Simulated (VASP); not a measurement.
# ZrS (Fm-3m) in VASP: further runs

One crystal, ZrS, is run at these levels: PBEsol; tasks: single point.

Program: VASP 6.6.1. These are calculated values, not measurements. Logs are shortened: lines on timing, memory, paths and dates and some standing lists are left out, and cuts for length are marked.

**1. The structure**

The structure is cubic, space group Fm-3m (No. 225). Conventional cell: a = 5.452 Å, b = 5.452 Å, c = 5.452 Å, α = 90.00°, β = 90.00°, γ = 90.00°. Around Zr (site symmetry m-3m) lie 6 S at 2.73 Å. S (site symmetry m-3m) is surrounded by 6 Zr at 2.73 Å.

**2. Single point, PBEsol**

Contents of INCAR:

```
ALGO = Normal
EDIFF = 1E-7
ENCUT = 520
GGA = PS
ISIF = 2
ISMEAR = 1
LASPH = T
LCHARG = T
LELF = T
LREAL = F
LVHAR = T
LWAVE = F
NBANDS = 16
NELM = 100
PREC = Accurate
SIGMA = 0.02
```

Contents of KPOINTS:

```
k-points
0
Gamma
  8 8 8
```

Contents of POSCAR:

```
ZrS
1.0
    0.0000000000      2.7260594035      2.7260594035
    2.7260594035      0.0000000000      2.7260594035
    2.7260594035      2.7260594035      0.0000000000
Zr S
1 1
Direct
    0.0000000000      0.0000000000      0.0000000000
    0.5000000000      0.5000000000      0.5000000000
```

Potentials or basis: VASP PAW PBE potentials, release 64 (Zr_sv, S).

Started as:

```bash
$ cat potpaw_PBE.64/Zr_sv/POTCAR potpaw_PBE.64/S/POTCAR > POTCAR
$ mpirun -np 1 vasp_std > vasp.out
```

OUTCAR:

```text
EDIFF = 1E-7
   ENCUT = 520
   GGA = PS
   ISIF = 2
   ISMEAR = 1
   LASPH = T
   LREAL = F
   NELM = 100
   PREC = Accurate

 ion  position               nearest neighbor table
   1  0.000  0.000  0.000-   2 2.73   2 2.73   2 2.73   2 2.73   2 2.73   2 2.73
   2  0.500  0.500  0.500-   1 2.73   1 2.73   1 2.73   1 2.73   1 2.73   1 2.73

  LATTYP: Found a face centered cubic cell.
 ALAT       =     5.4521188070

  Lattice vectors:

 A1 = (   0.0000000000,   2.7260594035,   2.7260594035)
 A2 = (   2.7260594035,   0.0000000000,   2.7260594035)
 A3 = (   2.7260594035,   2.7260594035,   0.0000000000)

Analysis of symmetry for initial positions (statically):
=====================================================================
 Subroutine PRICEL returns:
 Original cell was already a primitive cell.

 Routine SETGRP: Setting up the symmetry group for a
 face centered cubic supercell.

 Subroutine GETGRP returns: Found 48 space group operations
 (whereof 48 operations were pure point group operations)
 out of a pool of 48 trial point group operations.

The static configuration has the point symmetry O_h .

Analysis of symmetry for dynamics (positions and initial velocities):
=====================================================================
 Subroutine PRICEL returns:
 Original cell was already a primitive cell.

 Routine SETGRP: Setting up the symmetry group for a
 face centered cubic supercell.

 Subroutine GETGRP returns: Found 48 space group operations
 (whereof 48 operations were pure point group operations)
 out of a pool of 48 trial point group operations.

The dynamic configuration has the point symmetry O_h .

 Subroutine INISYM returns: Found 48 space group operations
 (whereof 48 operations are pure point group operations),
 and found     1 'primitive' translations

----------------------------------------------------------------------------------------

                                     Primitive cell

  volume of cell :      40.5169

  direct lattice vectors                    reciprocal lattice vectors
     0.000000000  2.726059403  2.726059403    -0.183414932  0.183414932  0.183414932
     2.726059403  0.000000000  2.726059403     0.183414932 -0.183414932  0.183414932
     2.726059403  2.726059403  0.000000000     0.183414932  0.183414932 -0.183414932

  length of vectors
     3.855230180  3.855230180  3.855230180     0.317683981  0.317683981  0.317683981

  position of ions in fractional coordinates (direct lattice)
     0.000000000  0.000000000  0.000000000
     0.500000000  0.500000000  0.500000000

  ion indices of the primitive-cell ions
   primitive index   ion index
                 1           1
                 2           2

----------------------------------------------------------------------------------------

 KPOINTS: k-points

Automatic generation of k-mesh.
 Grid dimensions read from file:
 generate k-points for:    8    8    8

 Generating k-lattice:

  Cartesian coordinates                     Fractional coordinates (reciprocal lattice)
    -0.022926866  0.022926866  0.022926866     0.125000000  0.000000000  0.000000000
     0.022926866 -0.022926866  0.022926866     0.000000000  0.125000000  0.000000000
     0.022926866  0.022926866 -0.022926866     0.000000000  0.000000000  0.125000000

  Length of vectors
     0.039710498  0.039710498  0.039710498

  Shift w.r.t. Gamma in fractional coordinates (k-lattice)
     0.000000000  0.000000000  0.000000000

 Subroutine IBZKPT returns following result:
 ===========================================

 Found     29 irreducible k-points:

 Following reciprocal coordinates:
            Coordinates               Weight
  0.000000  0.000000  0.000000      1.000000
  0.125000  0.000000  0.000000      8.000000
  0.250000  0.000000  0.000000      8.000000
  0.375000  0.000000  0.000000      8.000000
  0.500000  0.000000  0.000000      4.000000
  0.125000  0.125000  0.000000      6.000000
[... 16 lines left out ...]
  0.500000  0.250000  0.125000     48.000000
 -0.375000  0.250000  0.125000     24.000000
 [... further k-points ...]
   k-points           NKPTS =     29   k-points in BZ     NKDIM =     29   number of bands    NBANDS=     16
   number of dos      NEDOS =    301   number of ions     NIONS =      2
   total plane-waves  NPLWV =  27000
   dimension x,y,z NGX =    30 NGY =   30 NGZ =   30
   dimension x,y,z NGXF=    60 NGYF=   60 NGZF=   60
   ions per type =               1   1
   NGX,Y,Z   is equivalent  to a cutoff of  12.94, 12.94, 12.94 a.u.
   NGXF,Y,Z  is equivalent  to a cutoff of  25.87, 25.87, 25.87 a.u.
 SYSTEM =  unknown system
   PREC   = accura    normal or accurate (medium, high low for compatibility)
   ISTART =      0    job   : 0-new  1-cont  2-samecut
   ICHARG =      2    charge: 1-file 2-atom 10-const
   ISPIN  =      1    spin polarized calculation?
   LNONCOLLINEAR =      F non collinear calculations
   LSORBIT =      F    spin-orbit coupling
   LASPH  =      T    aspherical Exc in radial PAW
   ENCUT  =  520.0 eV  38.22 Ry    6.18 a.u.   7.17  7.17  7.17*2*pi/ulx,y,z
   NELM   =    100;   NELMIN=  2; NELMDL= -5     # of ELM steps
   EDIFF  = 0.1E-06   stopping-criterion for ELM
   LREAL  =      F    real-space projection
   EDIFFG = 0.1E-05   stopping-criterion for IOM
   NSW    =      0    number of steps for IOM
   IBRION =     -1    ionic relax: 0-MD 1-quasi-New 2-CG
   NFREE  =      0    steps in history (QN), initial steepest desc. (CG)
   ISIF   =      2    stress and relaxation
   ISYM   =      2    0-nonsym 1-usesym 2-fastsym
   POTIM  = 0.5000    time-step for ionic-motion
   TEBEG  =    0.0;   TEEND  =   0.0 temperature during run
   PSTRESS=    0.0 pullay stress
   NELECT =      18.0000    total number of electrons
   NUPDOWN=      -1.0000    fix difference up-down
   EMIN   =  10.00;   EMAX   =-10.00  energy-range for DOS
   EFERMI =   0.00;   METHOD = LEGACY
   ISMEAR =     1;   SIGMA  =   0.02  broadening in eV -4-tet -1-fermi 0-gaus
   EFERMI_NEDOS =   21; number of points for ismear=-14 and -15
   IALGO  =     38    algorithm
   IMIX   =      4    mixing-type and parameters
     AMIX     =   0.40;   BMIX     =  1.00
     AMIX_MAG =   1.60;   BMIX_MAG =  1.00
  volume/ion in A,a.u.               =      20.26       136.71
  Fermi-wavevector in a.u.,A,eV,Ry     =   1.249167  2.360583 21.230764  1.560417
  Thomas-Fermi vector in A             =   2.383220
   LORBIT       =      0    0 simple, 1 ext, 2 COOP (PROOUT), +10 PAW based schemes
   GGA     = PS    functional components
   LHFCALC =     F    Hartree Fock is set to
   AEXX    =    0.0000 exact exchange contribution
   IVDW    =     0    specifies the selected vdW correction
   LEPSILON=     F    determine dielectric tensor
   LRPA    =     F    only Hartree local field effects (RPA)
 non-spin polarized calculation
 Methfessel and Paxton  Order N= 1 SIGMA  =   0.02
  energy-cutoff  :      520.00
  volume of cell :       40.52
 maximum number of plane-waves:      1106
 NGX is ok and might be reduce to    30
   NGX = 15   NGY = 15   NGZ = 15

 number of electron      18.0000000 magnetization

 Free energy of the ion-electron system (eV)
  ---------------------------------------------------
  ext. energy  EPLUGINS =         0.00000000
  ---------------------------------------------------
  free energy    TOTEN  =       -16.14717263 eV

  energy without entropy =      -16.14701042  energy(sigma->0) =      -16.14711856

 E-fermi :   9.3149     XC(G=0): -10.9214

 val. band max:        9.2778859391   @ k =  -0.2500   0.5000   0.2500
 cond. band min:       9.3213045573   @ k =  -0.3750   0.2500   0.0000
 fundamental gap:      0.0434186182
 Fermi energy:         9.3148873197

 k-point     1 :       0.0000    0.0000    0.0000
  band No.  band energies     occupation
      1     -40.8435      2.00000
      2     -18.8294      2.00000
      3     -18.8294      2.00000
      4     -18.8294      2.00000
      5      -6.0457      2.00000
      6       5.7919      2.00000
[... 8 lines left out ...]
     15      16.3393      0.00000
     16      20.6452      0.00000

 k-point     2 :       0.1250    0.0000    0.0000
  band No.  band energies     occupation
      1     -40.8414      2.00000
      2     -18.8615      2.00000
      3     -18.8324      2.00000
      4     -18.8324      2.00000
      5      -5.8946      2.00000
      6       4.8738      2.00000
[... 8 lines left out ...]
     15      16.7921      0.00000
     16      19.6209      0.00000

 k-point     3 :       0.2500    0.0000    0.0000
  band No.  band energies     occupation
      1     -40.8363      2.00000
      2     -18.9380      2.00000
      3     -18.8396      2.00000
      4     -18.8396      2.00000
      5      -5.5040      2.00000
      6       3.3962      2.00000
[... 8 lines left out ...]
     15      16.5974      0.00000
     16      18.0445      0.00000

 k-point     4 :       0.3750    0.0000    0.0000
  band No.  band energies     occupation
      1     -40.8312      2.00000
      2     -19.0128      2.00000
      3     -18.8469      2.00000
      4     -18.8469      2.00000
      5      -5.0629      2.00000
      6       2.2433      2.00000
[... 8 lines left out ...]
     15      16.0438      0.00000
     16      16.0438      0.00000

 k-point     5 :       0.5000    0.0000    0.0000
  band No.  band energies     occupation
      1     -40.8291      2.00000
      2     -19.0433      2.00000
      3     -18.8499      2.00000
      4     -18.8499      2.00000
      5      -4.8590      2.00000
      6       1.8001      2.00000
[... 8 lines left out ...]
     15      14.8179      0.00000
     16      14.8179      0.00000

 k-point     6 :       0.1250    0.1250    0.0000
  band No.  band energies     occupation
      1     -40.8407      2.00000
      2     -18.8595      2.00000
      3     -18.8394      2.00000
      4     -18.8394      2.00000
      5      -5.8563      2.00000
      6       4.3872      2.00000
[... 8 lines left out ...]
     15      17.0140      0.00000
     16      19.3003      0.00000

 k-point     7 :       0.2500    0.1250    0.0000
  band No.  band energies     occupation
      1     -40.8366      2.00000
      2     -18.9150      2.00000
      3     -18.8496      2.00000
      4     -18.8454      2.00000
      5      -5.5787      2.00000
      6       3.4675      2.00000
[... 8 lines left out ...]
     15      16.9866      0.00000
     16      17.9870      0.00000

 k-point     8 :       0.3750    0.1250    0.0000
  band No.  band energies     occupation
      1     -40.8315      2.00000
      2     -18.9856      2.00000
      3     -18.8568      2.00000
      4     -18.8557      2.00000
      5      -5.1945      2.00000
      6       2.6049      2.00000
[... 8 lines left out ...]
     15      15.7749      0.00000
     16      16.6880      0.00000

 k-point     9 :       0.5000    0.1250    0.0000
  band No.  band energies     occupation
      1     -40.8284      2.00000
      2     -19.0276      2.00000
      3     -18.8669      2.00000
      4     -18.8570      2.00000
      5      -4.9277      2.00000
      6       2.0675      2.00000
[... 8 lines left out ...]
     15      15.0023      0.00000
     16      15.8598      0.00000
[... 172 lines left out ...]
 k-point    19 :       0.5000    0.3750    0.0000
  band No.  band energies     occupation
      1     -40.8252      2.00000
      2     -18.9903      2.00000
      3     -18.9080      2.00000
      4     -18.8912      2.00000
      5      -5.2386      2.00000
      6       3.1650      2.00000
[... 8 lines left out ...]
     15      16.3612      0.00000
     16      18.3770      0.00000

 k-point    20 :      -0.3750    0.3750    0.0000
  band No.  band energies     occupation
      1     -40.8248      2.00000
      2     -18.9714      2.00000
      3     -18.9463      2.00000
      4     -18.8813      2.00000
      5      -5.1094      2.00000
      6       3.3225      2.00000
[... 8 lines left out ...]
     15      16.0117      0.00000
     16      16.9554      0.00000

 k-point    21 :       0.5000    0.5000    0.0000
  band No.  band energies     occupation
      1     -40.8245      2.00000
      2     -19.0005      2.00000
      3     -18.8982      2.00000
      4     -18.8982      2.00000
      5      -5.2995      2.00000
      6       3.2451      2.00000
[... 8 lines left out ...]
     15      16.8049      0.00000
     16      19.3068      0.00000

 k-point    22 :       0.3750    0.2500    0.1250
  band No.  band energies     occupation
      1     -40.8325      2.00000
      2     -18.9518      2.00000
      3     -18.8764      2.00000
      4     -18.8506      2.00000
      5      -5.3376      2.00000
      6       2.9137      2.00000
[... 8 lines left out ...]
     15      15.8699      0.00000
     16      16.8915      0.00000

 k-point    23 :       0.5000    0.2500    0.1250
  band No.  band energies     occupation
      1     -40.8284      2.00000
      2     -18.9905      2.00000
      3     -18.8952      2.00000
      4     -18.8611      2.00000
      5      -5.0847      2.00000
      6       2.5496      2.00000
[... 8 lines left out ...]
     15      14.9532      0.00000
     16      16.4118      0.00000

 k-point    24 :      -0.3750    0.2500    0.1250
  band No.  band energies     occupation
      1     -40.8267      2.00000
      2     -19.0074      2.00000
      3     -18.9000      2.00000
      4     -18.8674      2.00000
      5      -4.9759      2.00000
      6       2.4181      2.00000
[... 8 lines left out ...]
     15      15.6502      0.00000
     16      16.5535      0.00000

 [... further k-points ...]

------------------------ aborting loop because EDIFF is reached ----------------------------------------

  FORCE on cell =-STRESS in cart. coord.  units (eV):
  Direction    XX          YY          ZZ          XY          YZ          ZX
  --------------------------------------------------------------------------------------
  -------------------------------------------------------------------------------------
  Total       -4.2107264     -4.2107264     -4.2107264     -0.0000000     -0.0000000      0.0000000
  in kB     -166.5066807   -166.5066807   -166.5066807     -0.0000000     -0.0000000      0.0000000
  external PRESSURE =    -166.5066807 kB  Pullay stress =       0.0000000 kB

 VOLUME and BASIS-vectors are now :
 -----------------------------------------------------------------------------
  energy-cutoff  :      520.00
  volume of cell :       40.52
      direct lattice vectors                 reciprocal lattice vectors
     0.000000000  2.726059403  2.726059403    -0.183414932  0.183414932  0.183414932
     2.726059403  0.000000000  2.726059403     0.183414932 -0.183414932  0.183414932
     2.726059403  2.726059403  0.000000000     0.183414932  0.183414932 -0.183414932

 POSITION                                       TOTAL-FORCE (eV/Angst)
 -----------------------------------------------------------------------------------
      0.00000      0.00000      0.00000         0.000000     -0.000000      0.000000
      2.72606      2.72606      2.72606         0.000000      0.000000     -0.000000
 -----------------------------------------------------------------------------------
    total drift:                               -0.000000      0.000000      0.000000

  FREE ENERGIE OF THE ION-ELECTRON SYSTEM (eV)
  ---------------------------------------------------
  free  energy   TOTEN  =       -16.1471726343 eV

  energy  without entropy=      -16.1470104216  energy(sigma->0) =      -16.14711856
```

Run time: 9.9 s. Hardware: 1 thread of Intel Xeon 6975P-C (Granite Rapids), shared host; peak memory 0.17 GiB.

What came out:

```yaml
Free_energy: -16.1472 eV
Pressure: -16.7 GPa
Band_gap_on_the_k_mesh: none (metal or under the smearing width)
```

Levels at points of the mesh, in eV from the Fermi level:
| k point | band 6 | band 7 | band 8 | band 9 | band 10 | band 11 | band 12 | band 13 |
| --- | --- | --- | --- | --- | --- | --- | --- | --- |
| (0.00, 0.00, 0.00) | -3.52 | -3.52 | -3.52 | -1.18 | -1.18 | -1.18 | -0.61 | -0.61 |
| (0.50, 0.00, 0.00) | -7.51 | -5.58 | -5.58 | 1.17 | 1.17 | 1.37 | 1.71 | 4.62 |
| (0.50, 0.50, 0.00) | -6.07 | -4.41 | -4.41 | -3.00 | 0.41 | 1.93 | 1.93 | 2.26 |

Caveat: so large a pressure means that the cell lies far from this level's equilibrium, or that cutoff or potentials fall short; the potentials were made for another functional, which shifts forces and pressure.

**3. Single point, PBEsol**

This run uses another cell than the first one, of 19.53 Å³/atom, 0.964 times its volume.

Contents of INCAR:

```
PREC = Accurate ; ENCUT = 520
EDIFF = 1E-6 ; ISMEAR = 1
SIGMA = 0.02 ; LREAL = False
LASPH = True ; NELM = 100
ALGO = Normal ; ISIF = 2
LWAVE = False ; LCHARG = False
GGA = PS ; NBANDS = 16
```

Contents of KPOINTS:

```
Automatic mesh
0
Gamma
  8 8 8
```

Contents of POSCAR:

```
ZrS
1.0
    0.0000000000      2.6932121160      2.6932121160
    2.6932121160      0.0000000000      2.6932121160
    2.6932121160      2.6932121160      0.0000000000
Zr S
1 1
Direct
    0.0000000000      0.0000000000      0.0000000000
    0.5000000000      0.5000000000      0.5000000000
```

Potentials or basis: VASP PAW PBE potentials, release 64 (Zr_sv, S).

Started as:

```bash
$ cat potpaw_PBE.64/Zr_sv/POTCAR potpaw_PBE.64/S/POTCAR > POTCAR
$ mpirun -np 1 vasp_std > vasp.out
```

It took 7 s on 1 thread of Intel Xeon 6975P-C (Granite Rapids), shared host; peak memory 0.16 GiB.

It converged, with:

```yaml
Free_energy: -16.2854 eV
Pressure: -14.0 GPa
Band_gap_on_the_k_mesh: none (metal or under the smearing width)
```

Levels at points of the mesh, in eV from the Fermi level:
```tsv
k point	band 6	band 7	band 8	band 9	band 10	band 11	band 12	band 13
(0.00, 0.00, 0.00)	-3.55	-3.55	-3.55	-1.25	-1.25	-1.25	-0.65	-0.65
(0.50, 0.00, 0.00)	-7.70	-5.72	-5.72	1.24	1.24	1.48	1.74	4.91
(0.50, 0.50, 0.00)	-6.16	-4.46	-4.46	-3.16	0.42	2.04	2.04	2.40
```

Caveat: the PAW data sets were made with another functional, which shifts forces and pressure a little.
